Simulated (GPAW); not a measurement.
# Pd (Fm-3m) in GPAW: notebook, part 2 of 2

GPAW 26.7.0. The steps go on from the part before.

## Step 4: Band structure, PBEsol, spin-orbit coupling, no magnetisation

The input, run.py:

```python
import numpy as np
from ase import Atoms
from ase.dft.bandgap import bandgap
from ase.io import write
from ase.units import GPa
from gpaw import GPAW, PW, setup_paths
from gpaw.spinorbit import soc_eigenstates

setup_paths.insert(0, '.')

atoms = Atoms(['Pd'],
              cell=[[0.0, 1.9465, 1.9465],
                    [1.9465, 0.0, 1.9465],
                    [1.9465, 1.9465, 0.0]],
              scaled_positions=[[0.0, 0.0, 0.0]],
              pbc=True)

calc = GPAW(mode=PW(600),
            xc='PBEsol',
            kpts={'size': (12, 12, 12), 'gamma': True},
            occupations={'name': 'fermi-dirac', 'width': 0.05},
            nbands=17,
            convergence={'density': 1e-05, 'energy': 1e-05},
            maxiter=150,
            txt='gpaw.txt')
atoms.calc = calc
energy = atoms.get_potential_energy()
forces = atoms.get_forces()
stress = atoms.get_stress()
calc.write('gs.gpw')
write('result.traj', atoms)
print(f'Energy: {energy:.6f} eV')
print('Forces (eV/A):')
print(forces.round(4))
print('Stress (GPa):', (stress / GPa).round(3))
print('Fermi level:', round(calc.get_fermi_level(), 4), 'eV')
print(f'Gap: {bandgap(calc)[0]:.4f} eV, direct: {bandgap(calc, direct=True)[0]:.4f} eV')

path = atoms.cell.bandpath('GXWKGLUWLK,UX', npoints=60, eps=1e-4)
bs_calc = calc.fixed_density(kpts=path, symmetry='off', nbands=25,
                             convergence={'bands': 'CBM+6.0', 'eigenstates': 1e-6}, txt='bands.txt')
bs = bs_calc.band_structure()
bs.write('bs.json')
print(f'Gap on the path: {bandgap(bs_calc)[0]:.4f} eV')

soc = soc_eigenstates(bs_calc, theta=90, phi=0)
np.savetxt('soc_bands.dat', soc.eigenvalues(), fmt='%.4f')
mesh = soc_eigenstates('gs.gpw', theta=90, phi=0)
np.savetxt('soc_mesh.dat', mesh.eigenvalues(), fmt='%.4f')
print('Fermi level with spin-orbit coupling:', round(mesh.fermi_level, 4), 'eV')
```

Potentials or basis: PAW data sets generated in the run's folder for this functional, pw.

Launch:

```bash
gpaw-setup -f PBEsol Pd
OMP_NUM_THREADS=1 python run.py
```

gpaw.txt:

```text
__  _  _
 | _ |_)|_||  |
 |__||  | ||/\| - 26.7.0

Input parameters:
  mode=PW(ecut=600.0),
  convergence={'density': 1e-05, 'energy': 1e-05},
  kpts=MonkhorstPack(size=(12, 12, 12), gamma=True),
  maxiter=150,
  nbands=17,
  occupations=Occupations(name='fermi-dirac', width=0.05),
  xc=XC(name='PBEsol')

Diagonalizing LCAO Hamiltonian
Converting LCAO to pw mode

       Pd

Atoms  # Å, Bohr magnetons
|   | symbol |        x |        y |        z |    initial magnetic moments |
|---|--------|----------|----------|----------|-----------------------------|
| 0 |     Pd | 0.000000 | 0.000000 | 0.000000 | ( 0.0000,  0.0000,  0.0000) |

Unit cell  # Å
| periodic |        x |        y |        z |  lengths |    angles |
|----------|----------|----------|----------|----------|-----------|
|      yes | 0.000000 | 1.946500 | 1.946500 | 2.752767 | 60.000000 |
|      yes | 1.946500 | 0.000000 | 1.946500 | 2.752767 | 60.000000 |
|      yes | 1.946500 | 1.946500 | 0.000000 | 2.752767 | 60.000000 |

Number of symmetries: 48
Symmetry operations  # r_c * U_cc + t_c -> r_c
|    | kind |            matrix            |
|----|------|------------------------------|
|  0 |  σ   |  1, 0, 0,  1, 0,-1,  1,-1, 0 |
|  1 |  C2  |  1, 0, 0,  1,-1, 0,  1, 0,-1 |
|  2 |  E   |  1, 0, 0,  0, 1, 0,  0, 0, 1 |
|  3 |  σ   |  1, 0, 0,  0, 0, 1,  0, 1, 0 |
|  4 |  C4  |  1, 0,-1,  1, 0, 0,  1,-1, 0 |
|  5 |  S6  |  1, 0,-1,  1,-1, 0,  1, 0, 0 |
|  6 |  σ   |  1, 0,-1,  0, 1,-1,  0, 0,-1 |
|  7 |  C3  |  1, 0,-1,  0, 0,-1,  0, 1,-1 |
|  8 |  S6  |  1,-1, 0,  1, 0, 0,  1, 0,-1 |
|  9 |  C4  |  1,-1, 0,  1, 0,-1,  1, 0, 0 |
| 10 |  C3  |  1,-1, 0,  0,-1, 1,  0,-1, 0 |
| 11 |  σ   |  1,-1, 0,  0,-1, 0,  0,-1, 1 |
| 12 |  σ   |  0, 1, 0,  1, 0, 0,  0, 0, 1 |
| 13 |  C4  |  0, 1, 0,  0, 1,-1, -1, 1, 0 |
| 14 |  C3  |  0, 1, 0,  0, 0, 1,  1, 0, 0 |
| 15 |  S6  |  0, 1, 0, -1, 1, 0,  0, 1,-1 |
| 16 |  C2  |  0, 1,-1,  1, 0,-1,  0, 0,-1 |
| 17 |  σ   |  0, 1,-1,  0, 1, 0, -1, 1, 0 |
| 18 |  S4  |  0, 1,-1,  0, 0,-1,  1, 0,-1 |
| 19 |  C4  |  0, 1,-1, -1, 1, 0,  0, 1, 0 |
| 20 |  C3  |  0, 0, 1,  1, 0, 0,  0, 1, 0 |
| 21 |  σ   |  0, 0, 1,  0, 1, 0,  1, 0, 0 |
| 22 |  S6  |  0, 0, 1,  0,-1, 1, -1, 0, 1 |
| 23 |  C4  |  0, 0, 1, -1, 0, 1,  0,-1, 1 |
| 24 |  S4  |  0, 0,-1,  1, 0,-1,  0, 1,-1 |
| 25 |  C3  |  0, 0,-1,  0, 1,-1,  1, 0,-1 |
| 26 |  C2  |  0, 0,-1,  0,-1, 0, -1, 0, 0 |
| 27 |  S6  |  0, 0,-1, -1, 0, 0,  0,-1, 0 |
| 28 |  S4  |  0,-1, 1,  1,-1, 0,  0,-1, 0 |
| 29 |  C4  |  0,-1, 1,  0, 0, 1, -1, 0, 1 |
| 30 |  C2  |  0,-1, 1,  0,-1, 0,  1,-1, 0 |
| 31 |  σ   |  0,-1, 1, -1, 0, 1,  0, 0, 1 |
| 32 |  C3  |  0,-1, 0,  1,-1, 0,  0,-1, 1 |
| 33 |  S6  |  0,-1, 0,  0, 0,-1, -1, 0, 0 |
| 34 |  S4  |  0,-1, 0,  0,-1, 1,  1,-1, 0 |
| 35 |  C2  |  0,-1, 0, -1, 0, 0,  0, 0,-1 |
| 36 |  C2  | -1, 1, 0,  0, 1, 0,  0, 1,-1 |
[... 51 lines left out ...]
  Components: 1
  Grid points: [16 16 16]
  Charge: 0.0  # |e|

Potential:
  Grid points: [16 16 16]

species:
  Pd:
    name:    Palladium
    Z:       46.0
    valence: 16
    core:    30
    charge:  0.0  # [|e|]
    compensation charges:
      type: gauss
      rc: 0.38  # [Å]
      lmax: 2
    cutoffs:
      filter: 2.38  # [Å]
      core: 2.28  # [Å]
    projectors
    | kind |    occ | energy [eV] | rcut [Å] |
    |------|--------|-------------|----------|
    |   5s |  0.000 |      -3.290 |    1.228 |
    |   4p |  6.000 |     -51.151 |    1.360 |
    |   5p |  0.000 |      -0.235 |    1.360 |
    |   4d | 10.000 |      -4.049 |    1.228 |
    |    s |        |      23.922 |    1.228 |
    |    d |        |      23.162 |    1.228 |

    Using partial waves for Pd as LCAO basis

Reference energy: -137160.600186  # eV

eigensolver:
[... 26 lines left out ...]
convergence criteria:
- Maximum integral of absolute [dens]ity change: 1e-05 electrons / valence electron
- Maximum [total energy] change in last 3 cyles: 1e-05 eV / valence electron
- Maximum integral of absolute [eigenst]ate change: 4e-08 eV^2 / valence electron
maximum number of iterations: 150

SCF iterations
|iter     | |      energy | eigst |  dens |
|---------|-|-------------|-------|-------|
|iter:   1| |   -5.721735 | -0.10 |       |
|iter:   2| |   -5.450113 | -2.55 | -0.96 |
|iter:   3| |   -4.612339 | -1.42 | -1.01 |
|iter:   4| |   -4.601114 | -3.39 | -2.02 |
|iter:   5| |   -4.597270 | -3.96 | -2.18 |
|iter:   6| |   -4.597277 | -6.31 | -3.58 |
|iter:   7| |   -4.597279c| -7.12 | -4.13 |
|iter:   8| |   -4.597279c| -7.71c| -4.94 |
|iter:   9| |   -4.597279c| -8.53c| -5.58c|

Converged in 9 steps
Energy contributions relative to reference atoms: (reference = -137160.600186)

Energy contributions:
  Kinetic:          -5.344358
  Coulomb:           0.463777
  Zero:             -0.148505
  External:          0.000000
  Xc:                0.441577
  Entropy:          -0.019540
  Spinorbit:         0.000000
  ----------------------------
  Free energy:      -4.607049
  Extrapolated:     -4.597279

dipole moment: (-11.611174, -11.611174, -11.611174)  # |e|*Ang

Fermi level: 9.318
Eigenvalues  # (at kpt = [-0.000, -0.000, -0.000])
| band index |      eig [eV] | occ [0-2] |
|------------|---------------|-----------|
|          0 |       -40.298 |     2.000 |
|          1 |       -40.298 |     2.000 |
|          2 |       -40.298 |     2.000 |
|          3 |         2.115 |     2.000 |
|          4 |         6.481 |     2.000 |
|          5 |         6.481 |     2.000 |
[... 9 lines left out ...]
|         15 |        39.494 |     0.000 |
|         16 |        39.494 |     0.000 |

No gap
No difference between direct/indirect transitions

Forces  # eV/Ang
|        x |       y |        z |
|----------|---------|----------|
| -0.00000 | 0.00000 | -0.00000 |  # Pd   0

Stress tensor  # eV/Ang^3
|        x |         y |         z |
|----------|-----------|-----------|
| 0.015599 |  0.000000 |  0.000000 |
| 0.000000 |  0.015599 | -0.000000 |
| 0.000000 | -0.000000 |  0.015599 |

# Writing to gs.gpw (mode='')
```

bands.txt:

```text
Diagonalizing LCAO Hamiltonian
Converting LCAO to pw mode
convergence criteria:
- Maximum integral of absolute [eigenst]ate change: 1e-06 eV^2 / valence electron
maximum number of iterations: 150

SCF iterations
|iter     | |      energy | eigst |  dens |
|---------|-|-------------|-------|-------|
|iter:   1| |             | -0.25 |       |
[... 64 lines left out ...]
         [0.41071429, 0.41071429, 0.67857143],
         [0.39285714, 0.39285714, 0.71428571],
         [0.375     , 0.375     , 0.75      ],
         [0.625     , 0.25      , 0.625     ],
         [0.59375   , 0.1875    , 0.59375   ],
         [0.5625    , 0.125     , 0.5625    ],
         [0.53125   , 0.0625    , 0.53125   ],
         [0.5       , 0.        , 0.5       ]])),
  maxiter=150,
  nbands=25,
  occupations=Occupations(name='fermi-dirac', width=0.05),
  symmetry=Symmetry(point_group=False, time_reversal=False),
  xc=XC(name='PBEsol')
```

Run time: 18 s. Hardware: 1 thread of Arm Neoverse V2, shared host; peak memory 0.24 GiB.

Results:

* Free energy: -4.6070 eV
* Pressure: -2.5 GPa
* Band gap along the path: none (metal or under the smearing width)

Levels at the corners of the path, in eV from the Fermi level:
| point | band 14 | band 15 | band 16 | band 17 | band 18 |
| --- | --- | --- | --- | --- | --- |
| Γ | -2.67 | -1.19 | -1.19 | -1.19 | -1.19 |
| X | 0.18 | 0.48 | 0.48 | 3.26 | 3.26 |
| W | -1.30 | 0.31 | 0.31 | 8.75 | 8.75 |
| K | -0.95 | -0.14 | -0.14 | 7.08 | 7.08 |
| Γ | -2.67 | -1.19 | -1.19 | -1.19 | -1.19 |
| L | -0.11 | 0.09 | 0.09 | 0.93 | 0.93 |
| U | -0.95 | -0.14 | -0.14 | 7.08 | 7.08 |
| W | -1.30 | 0.31 | 0.31 | 8.75 | 8.75 |
| L | -0.11 | 0.09 | 0.09 | 0.93 | 0.93 |
| K | -0.95 | -0.14 | -0.14 | 7.08 | 7.08 |
| U | -0.95 | -0.14 | -0.14 | 7.08 | 7.08 |
| X | 0.18 | 0.48 | 0.48 | 3.26 | 3.26 |

Caveat: spin-orbit coupling was added after a scalar SCF, so levels and gaps hold it while energy, forces, pressure and moments don't; this program's spin-orbit splittings come out too wide for heavy elements.

## Step 5: The reference run

An earlier run on the cell as given: functional PBEsol; potentials or basis PAW data sets generated in the run's folder for this functional; cutoff 600 eV; basis pw; k mesh 12 × 12 × 12; occupations fermi-dirac, width 0.05 eV; no spin polarisation.

* Pressure: -2.5 GPa
* Band gap on the k mesh: none (metal or under the smearing width)

## Step 6: Summary

```csv
task,level,spin,k mesh,band path,band points,spin axis theta (degrees),spin axis phi (degrees),soc after scf,pressure (GPa)
band structure,SOGGA,"SOC, no magnetisation",9 × 9 × 9,"GXWKGLUWLK,UX",80,54.7,45,second variation,-2.9
band structure,PBEsol,off,12 × 12 × 12,"GXWKGLUWLK,UX",60,-,-,-,-2.5
band structure,PBEsol,"SOC, no magnetisation",12 × 12 × 12,"GXWKGLUWLK,UX",60,90,0,second variation,-2.5
single point,PBEsol,off,12 × 12 × 12,-,-,-,-,-,-2.5
```

Alike in all rows: potentials or basis PAW data sets generated in the run's folder for this functional, pw; cell as given; cutoff (eV) 600; smearing fermi-dirac 0.05 eV.

The pressure there spans -2.9 GPa (SOGGA) to -2.5 GPa (PBEsol); a positive pressure means that this level wants a larger cell, a negative one a smaller.

Caveats: spin-orbit coupling was added after a scalar SCF, so levels and gaps hold it while energy, forces, pressure and moments don't (some runs); this program's spin-orbit splittings come out too wide for heavy elements (some runs).

Total energies depend on the potentials used, so only differences within one code and one set of settings carry meaning.
